SiO2 (space group Imma, 12 atoms per cell) at a given geometry, computed with Quantum ESPRESSO 7.5 using rPW86PBE with rVV10 dispersion, without spin polarisation or spin-orbit coupling. SG15 PBE 1.2 potentials, a wave cutoff of 952.4 eV and a 5×5×5 k mesh were used. Levels are counted from the valence top on the mesh, and points are in fractions of the reciprocal cell vectors.

```
point a (reciprocal cell vector)  point b (reciprocal cell vector)  point c (reciprocal cell vector)  level point (row)  level under 1 (eV)  level over 1 (eV)  level over 2 (eV)
                          0.0000                            0.0000                            0.0000                  1               0.000              5.203              8.108
                          0.0000                            0.0000                            0.4000                  2              -0.119              5.986              6.883
                          0.0000                            0.4000                            0.0000                  3              -0.328              6.731              7.890
                          0.2000                            0.2000                            0.2000                  4              -0.095              5.650              7.675
                          0.2000                           -0.2000                           -0.2000                  5              -0.240              6.429              8.125
                          0.4000                            0.4000                           -0.4000                  6              -0.019              6.601              7.513
                          0.4000                           -0.4000                           -0.4000                  7              -0.198              7.340              7.639
```

What the levels do

Each row is one wave vector of an electron in the same crystal, an open framework of silica in which every silicon atom has four oxygen neighbours. "Level under 1" is the highest filled level and "level over 1" the lowest empty one, both counted from the top of the filled levels. Point 1 is the zone centre, where the electron wave has the same phase in every cell. From there to point 7 the lowest empty level climbs from 5.20 to 7.34 eV.

The climb looks erratic when it is held against the printed coordinates. Points 4 and 5 have the same three numbers apart from signs, yet the level rises by 0.45 eV at the one and by 1.23 eV at the other. Points 2 and 3 form a similar pair, and so do points 6 and 7. Three explanations offer themselves: the filled levels may be at work, the electron may be much lighter in some directions than in others, or the coordinates may mislead.

Do the filled levels widen the gap?

All levels are counted from one fixed zero, so the filled levels cannot produce the climb in the table by sinking. They can only add to the vertical gap, from the highest filled to the lowest empty level at the same point, which grows away from the zone centre. Part of that growth comes from the filled side, which sinks a little. Its share is largest at point 3 and is only 18 % there. The empty level does most of the work at every point.

Chemistry makes this plausible. The highest filled states of silica are mainly lone pairs of oxygen, p orbitals that point away from the bonds and overlap weakly with those of the next oxygen atom. An electron that hardly passes from atom to atom has nearly the same energy whatever the phase between cells. The lowest empty state is s-like and spread over silicon and oxygen alike, so a change of phase costs it much more. This is the accepted picture of silica; the levels agree with it but do not show the shape of the orbitals.

Is the electron light in some directions?

A light electron gains energy quickly as its wave vector grows, a heavy one slowly. If the coordinates were distances, the electron at point 5 would have to be 2.7 times lighter than at point 4. An open framework makes the idea tempting, since its channels could guide the electron along one direction.

The coordinates, however, are fractions of reciprocal cell vectors, and the cell is skewed. Equal fractions are therefore not equal wave vectors. Before a mass is read from such a table, the fractions have to be turned into lengths.

From fractions to wave vectors

Sums and differences of the cell edges give three repeats of the lattice that are perpendicular to each other: 5.245, 9.554 and 8.888 Å. The components of the wave vector k along them are

k₁ = 2π (point a − point b) / 5.245 Å
k₂ = 2π (point b − point c) / 9.554 Å
k₃ = 2π (point a + point c) / 8.888 Å

Point 4 then lies purely along the third repeat and point 5 purely along the first, each with a fraction of 0.4. The first repeat is shorter, so the same fraction means a shorter wave. Kinetic energy grows with the square of the wave vector, and for equal masses the rises should differ by a factor of

(8.888 / 5.245)² = 2.9

The levels give 2.7. Nearly the whole contrast comes from the shape of the cell, and no value for the mass was needed to see it.

A nearly free electron

The simplest law for the rise E of the lowest empty level above its value at the zone centre is that of a free electron with a changed mass:

E = T / M, with T = (3.81 eV Å²) k²

Here T is the kinetic energy of a free electron and M the mass in units of the free electron's. M sums up how the crystal potential alters the motion. Fitted to points 2 to 6, this law gives M = 0.74 and reproduces the five rises within 0.04 eV.

Point 5, which was part of the fit, shows the steps:

k = 2π × 0.4 / 5.245 Å = 0.479 Å⁻¹
T = 3.81 × 0.479² eV = 0.87 eV
E = 0.87 eV / 0.74 = 1.2 eV

The calculation gives 1.23 eV. Taken singly, points 2 to 6 ask for masses between 0.68 and 0.75, a spread of about a tenth where the raw fractions suggested a factor of nearly three. The electron moves almost equally well in all the directions sampled. This suits an s-like state, which has no lobes that favour one direction.

The same reasoning should serve for other points, and perhaps for related frameworks with this kind of empty state, though none was tested here. At equal fractions the level rises most along the shortest repeat, and halving a repeat makes the rise up to about four times as large, as long as the wave vector stays well inside the zone.

Point 7 and the edge of the zone

Point 7 lies along the short repeat with a fraction of 0.8, and the law applied directly would lift the level there by 4.7 eV. The computed rise is 2.14 eV. The reason is that whole numbers may be added to the coordinates without changing the state. Adding 1 to point b gives an equivalent wave vector that is much shorter, and the lowest level belongs to the shortest one.

With that correction the law gives 2.5 eV, still 0.4 eV too much. Point 7 was kept out of the fit for a physical reason: it has two shortest equivalents of equal length. Such a point lies on a Bragg plane, where the lattice reflects one wave into the other. The two waves mix and form two levels, of which the lower is pushed down. The two empty levels at point 7 do lie close together, 0.30 eV apart, as such a pair might. This is weak evidence, however, because two further equivalents are only a little longer and the second level may belong to them.

A second cause may act as well. Coupling to the filled states across the gap makes an electron light at the bottom of the empty band. Higher up, the filled states are further away in energy, the coupling counts for less and the electron grows heavier. A simple two-band form of this idea is

E (1 + E / 5.203 eV) = T / M₀

where 5.203 eV is the computed gap and M₀ the mass at the bottom of the band. Strictly, this form suits electrons much lighter than a free one. For a mass not far below 1 it exaggerates the bending that the coupling can cause. Fitted to the same five points, it gives M₀ = 0.59 and matches the rise at point 7 to within 0.09 eV.

That success does not settle the matter. At points 2 to 6 the two laws do about equally well, so only point 7 could separate them, and there Bragg mixing also lowers the level. A fuller two-band theory also shrinks the bending term, to about (1 − M₀)² = 0.17 of its size here. The coupling can therefore hardly cause the whole shortfall. Mixing among the waves of nearly equal length probably has the larger share, though the table does not measure it. The mass at the very bottom of the band is known only roughly, as 0.6 to 0.7: the table has no point close enough to the centre to fix it.

Where the picture fails

The free-electron picture serves for the lowest empty level but cannot be relied on for the next one. At the zone centre the second empty level lies 2.9 eV above the first. The next free waves would put it 4.8 eV above by the simple law and 3.6 eV by the two-band law. Four waves of equal length meet there, and the crystal potential can combine them into states of quite different energy. A single mass cannot describe that.

What the gap is good for

The smallest gap among the computed points is 5.2 eV, at the zone centre. As an estimate of where real silica begins to absorb light it is too low by several eV, a known fault of functionals of this type. The potentials were also made for another functional, and the run warned of negative values in the electron density. Either may shift the levels by an amount that was not tested. The argument about the mass leans on differences between empty levels, which usually suffer less from the first fault than the gap does.

Whether the gap is exactly direct is a finer question than these points can answer. The highest filled level at point 6 lies only 0.02 eV below that at the zone centre, and a slightly higher one may sit between the computed points. For a filled band this flat, that would change the gap very little.

The printed output below lists both laws point by point.

Numerical output:

```
fit of rise on 5 rows (inner): coefficient of kin 1.356 +/- 0.017; rms 0.0288, worst 0.2 -0.0396, leave-one-out rms 0.0366
  rows outside the fit (model, value, miss): 0.0 0, 0, 0; 0.4 2.531, 2.137, 0.394
fit of rise*(1 + rise/gap) on 5 rows (inner): coefficient of kin 1.701 +/- 0.024; rms 0.0404, worst 0.0 0.0659, leave-one-out rms 0.0497
  rows outside the fit (model, value, miss): 0.0 0, 0, 0; 0.4 3.175, 3.015, 0.16
Rise of the lowest empty level in eV and masses in free electron masses (mass undefined at point 1):
  row  level point  triple length  free kinetic energy   rise  straight law miss  bent law miss  mass straight  mass bent
  0.0            1              0                    0      0                  0              0              0          0
  0.0            2            0.4               0.5683  0.783            -0.0123        0.05032         0.7258     0.6309
  0.0            3            0.4                1.138  1.528             0.0159        -0.0253         0.7451     0.5759
  0.2            4         0.3464               0.3047  0.447           -0.03382        0.02794         0.6816     0.6277
  0.2            5         0.3464               0.8748  1.226           -0.03962       -0.01818         0.7136     0.5775
  0.4            6         0.6928                1.055  1.398             0.0321        0.01319         0.7543     0.5946
  0.4            7         0.6928                1.866  2.137             0.3941        0.08724         0.8734     0.6191
First perpendicular repeat of the lattice, Angstrom: 5.245
Second perpendicular repeat of the lattice, Angstrom: 9.554
Third perpendicular repeat of the lattice, Angstrom: 8.888
Rise at point 3 over rise at point 2: 1.951
Rise at point 5 over rise at point 4: 2.743
Rise at point 7 over rise at point 6: 1.529
Straight law at point 7 without the shortest equivalent, eV: 4.746
Second empty level at point 1 above the first, straight law, eV: 4.817
Second empty level at point 1 above the first, bent law, eV: 3.58
Second empty level at point 1 above the first, computed, eV: 2.905
Splitting of the two empty levels at point 7, eV: 0.299
Largest valence share of the growth of the vertical gap, percent: 17.67
Mass from the straight fit, free electron masses: 0.7374
Mass at the band bottom from the bent fit, free electron masses: 0.5878
```
